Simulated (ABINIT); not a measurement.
BAs:

```
CELL_PARAMETERS angstrom
0.00000 2.38850 2.38850
2.38850 0.00000 2.38850
2.38850 2.38850 0.00000
ATOMIC_POSITIONS crystal
As 0.75000 0.75000 0.75000
B 0.00000 0.00000 0.00000
```

Base run:

```yaml
Program: ABINIT 10.8.3 (patched build)
Functional: PW91
Potentials_or_basis: JTH PAW PBE v2.0
Cutoff: 490 eV
k_mesh: 10 × 10 × 10
Occupations: fermi-dirac, width 0.05 eV
Spin: no spin polarisation
```

Its results: band gap on the k mesh 1.20 eV, indirect (least direct gap 3.29 eV); pressure 2.6 GPa.

Problem. After a change of settings the same cell gave: band gap on the k mesh 1.08 eV, indirect (least direct gap 3.24 eV); pressure -0.7 GPa. Which change was it?
A. functional from PW91 to SCAN
B. functional from PW91 to LDA
C. functional from PW91 to PBEsol
D. functional from PW91 to BLYP

Solution. C.

PBEsol binds more tightly than PW91, so the same cell stands under less pressure.

Caveats: the PAW data sets were made with another functional, which shifts forces and pressure a little.

Runs at the PBE level aren't shown here.
